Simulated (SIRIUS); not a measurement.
# MgO (P-6m2) in SIRIUS: reference runs, part 2 of 2

SIRIUS 7.10.0. Earlier steps stand in the parts before.

## (8) Single point, PBEsol, 10.62 Å³/atom (volume scaled by 1.06)

The input, sirius.json:

```json
{
  "control": {
    "processing_unit": "cpu",
    "verbosity": 2,
    "num_bands_to_print": 15,
    "print_forces": true,
    "print_stress": true
  },
  "parameters": {
    "electronic_structure_method": "pseudopotential",
    "xc_functionals": ["XC_GGA_X_PBE_SOL", "XC_GGA_C_PBE_SOL"],
    "gk_cutoff": 9.2,
    "pw_cutoff": 18.4,
    "ngridk": [10, 10, 10],
    "shiftk": [0, 0, 0],
    "smearing": "fermi_dirac",
    "smearing_width": 0.0018374661,
    "num_bands": 15,
    "num_mag_dims": 0,
    "num_dft_iter": 100,
    "energy_tol": 1e-08,
    "density_tol": 1e-06
  },
  "iterative_solver": {
    "type": "davidson",
    "min_tolerance": 1e-09,
    "tolerance_scale": [0.1, 0.25]
  },
  "mixer": {
    "type": "anderson",
    "beta": 0.7,
    "max_history": 8
  },
  "settings": {
    "tol_ne": 1e-10,
    "pseudo_grid_cutoff": 6.5
  },
  "unit_cell": {
    "lattice_vectors": [
      [5.66094632191, 0.0, 0.0],
      [-2.830473160861, 4.902523324224, 0.0],
      [0.0, 0.0, 5.163177914139]
    ],
    "atom_coordinate_units": "lattice",
    "atom_types": ["Mg", "O"],
    "atom_files": {
      "O": "O.json",
      "Mg": "Mg.json"
    },
    "atoms": {
      "Mg": [
        [0.0, 0.0, 0.0]
      ],
      "O": [
        [0.3333333333, 0.6666666667, 0.5]
      ]
    }
  }
}
```

Potentials or basis: PseudoDojo 0.4.1 PBEsol standard (scalar relativistic).

Started as:

```console
$ upf_to_json O.upf
$ upf_to_json Mg.upf
$ OMP_NUM_THREADS=1 sirius.scf --input=sirius.json --output=out.json --task=0
```

The log of the run:

```text
[info] SIRIUS version : 7.10.0
[info] number of MPI ranks           : 1
[info] MPI grid                      : 1 1
[info] maximum number of OMP threads : 1
[fft] FFT context for density and potential
[fft] =====================================
[fft]   comm size                             : 1
[fft]   plane wave cutoff                     : 18.4
[fft]   grid size                             : 36 36 36   total : 46656
[fft]   grid limits                           : -17 18   -17 18   -17 18
[fft]   number of G-vectors within the cutoff : 7594
[fft]   local number of G-vectors             : 7594
[fft]   number of G-shells                    : 812
[fft] FFT context for coarse grid
[fft] =====================================
[fft]   comm size                             : 1
[fft]   plane wave cutoff                     : 18.4
[fft]   grid size                             : 36 36 36   total : 46656
[fft]   grid limits                           : -17 18   -17 18   -17 18
[fft]   number of G-vectors within the cutoff : 7594
[fft]   local number of G-vectors             : 7594
[fft]   number of G-shells                    : 812
[unit cell] lattice vectors
[unit cell]   a1 :       5.6609463219      0.0000000000      0.0000000000
[unit cell]   a2 :      -2.8304731609      4.9025233242      0.0000000000
[unit cell]   a3 :       0.0000000000      0.0000000000      5.1631779141
[unit cell] reciprocal lattice vectors
[unit cell]   b1 :       1.1099178388      0.6408113630     -0.0000000000
[unit cell]   b2 :       0.0000000000      1.2816227260      0.0000000000
[unit cell]   b3 :       0.0000000000     -0.0000000000      1.2169220995
[unit cell] unit cell volume :       143.29327072 [a.u.^3]
[unit cell] 1/sqrt(omega)    :         0.08353858
[unit cell] MT volume        :         0.00000000 ( 0.00%)
[unit cell] IT volume        :       143.29327072 (100.00%)
[unit cell] number of atom types : 2
[unit cell] type id : 0 symbol : Mg mt_radius :  15.090000 num_atoms : 1
[unit cell] type id : 1 symbol :  O mt_radius :   9.350000 num_atoms : 1
[unit cell] total number of atoms : 2
[unit cell] number of symmetry classes : 2
[unit cell] number of PAW atoms : 0
[unit cell] atom id  type id  class id             position                      vector_field
[unit cell] ------------------------------------------------------------------------------------------
[unit cell]      0        0        0      0.00000   0.00000   0.00000      0.00000   0.00000   0.00000
[unit cell]      1        1        1      0.33333   0.66667   0.50000      0.00000   0.00000   0.00000
[unit cell] atom id         position (Cartesian, a.u.)
[unit cell] ---------------------------------------------
[unit cell]      0       0.000000    0.000000    0.000000
[unit cell]      1      -0.000000    3.268349    2.581589
[unit cell] class id : 0 atom id : 0
[unit cell] class id : 1 atom id : 1
[unit cell] minimum bond length:     4.164938
[unit cell] total number of pseudo wave-functions: 9
[sym] space group number   : 187
[sym] international symbol : P-6m2
[sym] Hall symbol          : P -6 2
[sym] space group transformation matrix :
[sym]   1.0000  0.0000  0.0000
[sym]   0.0000  1.0000  0.0000
[sym]   0.0000  0.0000  1.0000
[sym] space group origin shift :
[sym]   0.0000  0.0000  0.0000
[sym] number of space group operations  : 12
[sym] number of magnetic group operations : 12
[... 294 lines left out ...]
[diagonalize] ik:   80   -2.428875   -1.215655   -1.215638   -1.214853   -0.311652    0.115321    0.171860    0.221998    0.495016    0.671458    0.713075    0.764879    0.834792    1.013416    1.094508
[diagonalize] ik:   81   -2.428838   -1.215894   -1.215541   -1.215080   -0.306561    0.128771    0.159055    0.207509    0.480642    0.669428    0.699927    0.763899    0.834201    1.016735    1.106573
[diagonalize] ik:   82   -2.428824   -1.215978   -1.215504   -1.215175   -0.304554    0.134239    0.154514    0.201810    0.475547    0.653468    0.704698    0.773647    0.833930    1.012516    1.105877
[diagonalize] ik:   83   -2.428818   -1.215796   -1.215491   -1.215425   -0.303813    0.135953    0.164635    0.185438    0.481830    0.630036    0.722257    0.774039    0.838682    0.989858    1.168098
[find] Charges and magnetic moments
[find] --------------------------------------------------------------------------------
[find] total charge          : 16.000000
[find] Energy
[find] --------------------------------------------------------------------------------
[find] valence_eval_sum               :     -11.71083989
[find] <rho|V^{XC}>                   :     -14.91288469
[find] <rho|E^{XC}>                   :     -11.98203075
[find] <mag|B^{XC}>                   :       0.00000000
[find] <rho|V^{H}>                    :      43.90331340
[find] one-electron contribution      :     -40.70126860 (Ha),     -81.40253719 (Ry)
[find] hartree contribution           :      21.95165670
[find] xc contribution                :     -11.98203075
[find] ewald contribution             :     -45.15308399
[find] PAW contribution               :       0.00000000
[find] smearing (-TS)                 :      -0.00000000
[find] SCF correction                 :      -0.00000028
[find] Total energy                   :     -75.88472693 (Ha),    -151.76945386 (Ry)
[find] Free energy (E-TS)             :     -75.88472693 (Ha),    -151.76945386 (Ry)
[find] band gap (eV)                  :       2.53429404
[find] Efermi                         :       0.30322174
[find] iteration : 11, RMS : 4.403501070430e-08, energy difference : 3.979039320257e-13
[find] Hartree energy of density residual : 4.309246718872e-14
[find] bands are converged : true
[find] iterative solver converged : true
[find] converged after 12 SCF iterations!
[find] Charges and magnetic moments
[find] --------------------------------------------------------------------------------
[find] total charge          : 16.000000
[find] Energy
[find] --------------------------------------------------------------------------------
[find] valence_eval_sum               :     -11.71083989
[find] <rho|V^{XC}>                   :     -14.91288469
[find] <rho|E^{XC}>                   :     -11.98203075
[find] <mag|B^{XC}>                   :       0.00000000
[find] <rho|V^{H}>                    :      43.90331340
[find] one-electron contribution      :     -40.70126860 (Ha),     -81.40253719 (Ry)
[find] hartree contribution           :      21.95165670
[find] xc contribution                :     -11.98203075
[find] ewald contribution             :     -45.15308399
[find] PAW contribution               :       0.00000000
[find] smearing (-TS)                 :      -0.00000000
[find] SCF correction                 :      -0.00000028
[find] Total energy                   :     -75.88472693 (Ha),    -151.76945386 (Ry)
[find] Free energy (E-TS)             :     -75.88472693 (Ha),    -151.76945386 (Ry)
[find] band gap (eV)                  :       2.53429404
[find] Efermi                         :       0.30322174
[ground_state] === stress tensor components [kbar] ===
[ground_state] === stress_kin ===
[ground_state] -61544.770957    0.000001   -0.000000
[ground_state]     0.000001-61544.770957    0.000000
[ground_state]    -0.000000    0.000000-61596.453369
[ground_state] === stress_har ===
[ground_state] -13429.486420    0.000000   -0.000000
[ground_state]     0.000000-13429.486420   -0.000000
[ground_state]    -0.000000   -0.000000-18212.226224
[ground_state] === stress_ewald ===
[ground_state] 33215.943707   -0.000001   -0.000000
[ground_state]    -0.00000133215.943707    0.000000
[ground_state]    -0.000000    0.00000026276.542977
[ground_state] === stress_vloc ===
[ground_state]  4815.678806   -0.000000    0.000000
[ground_state]    -0.000000 4815.678806    0.000000
[ground_state]     0.000000    0.00000016591.661712
[ground_state] === stress_xc ===
[ground_state]  6258.717589   -0.000000    0.000000
[ground_state]    -0.000000 6258.717589    0.000000
[ground_state]     0.000000    0.000000 6253.793318
[ground_state] === stress_core ===
[ground_state]  1386.386913   -0.000000    0.000000
[ground_state]    -0.000000 1386.386913    0.000000
[ground_state]     0.000000    0.000000 1386.703855
[ground_state] === stress_nonloc ===
[ground_state] 29397.259458   -0.000001    0.000000
[ground_state]    -0.00000129397.259458    0.000000
[ground_state]     0.000000    0.00000029419.150893
[ground_state] === stress_us_nl ===
[ground_state] 29397.259458   -0.000001    0.000000
[ground_state]    -0.00000129397.259458    0.000000
[ground_state]     0.000000    0.00000029419.150893
[ground_state] === stress_total ===
[ground_state]    99.729095   -0.000000   -0.000000
[ground_state]    -0.000000   99.729095    0.000000
[ground_state]    -0.000000    0.000000  119.173162
[ground_state] ==== total Forces in Ha/bohr =====
[ground_state] atom:    0, force:      -0.0000000      0.0000000      0.0000000
[ground_state] atom:    1, force:       0.0000000      0.0000000      0.0000000
[ground_state] ==== ultrasoft contribution from Qij =====
[ground_state] atom:    0, force:       0.0000000      0.0000000      0.0000000
[ground_state] atom:    1, force:       0.0000000      0.0000000      0.0000000
[ground_state] ==== non-local contribution from Beta-projector =====
[ground_state] atom:    0, force:      -0.0000000      0.0000000      0.0000000
[ground_state] atom:    1, force:       0.0000000      0.0000000      0.0000000
[ground_state] ==== contribution from local potential =====
[ground_state] atom:    0, force:       0.0000000      0.0000000      0.0000000
[ground_state] atom:    1, force:      -0.0000000      0.0000000      0.0000000
[ground_state] ==== contribution from core density =====
[ground_state] atom:    0, force:       0.0000000      0.0000000      0.0000000
[ground_state] atom:    1, force:       0.0000000     -0.0000000      0.0000000
[ground_state] ==== Ewald forces from ions =====
[ground_state] atom:    0, force:       0.0000000      0.0000000      0.0000000
[ground_state] atom:    1, force:       0.0000000      0.0000000      0.0000000
[~DFT_ground_state] local op. applied: 34456
[~DFT_ground_state] evp. work count: 9098.05
[~DFT_ground_state] number of iterative solver steps: 2347
```

Wall time 35 s (1 thread of Arm Neoverse V2, shared host); peak memory 0.36 GiB.

What came out:

```
Free energy            : -2064.9286 eV
Pressure               : -10.6 GPa
Band gap on the k mesh : 2.53 eV
```

## (9) Equation of state, PBEsol

Potentials or basis: PseudoDojo 0.4.1 PBEsol standard (scalar relativistic).

No new run: the results of the series are fitted here.

Results:

| Quantity | Value |
| --- | --- |
| Equilibrium volume | 9.74 Å³/atom |
| Bulk modulus at fixed shape and positions | 146 GPa |
| Pressure derivative of the bulk modulus | 4.1 |

Energy against volume, from the lowest point:
```csv
volume (Å³/atom),energy (meV/atom)
9.415,4.79
9.615,0.40
9.816,0.00
10.016,3.20
10.216,9.64
10.417,19.02
10.617,31.02
```

Caveat: the cell was scaled at fixed shape and fractional positions, which overstates the stiffness of a crystal with free parameters, most of all of layers and chains.
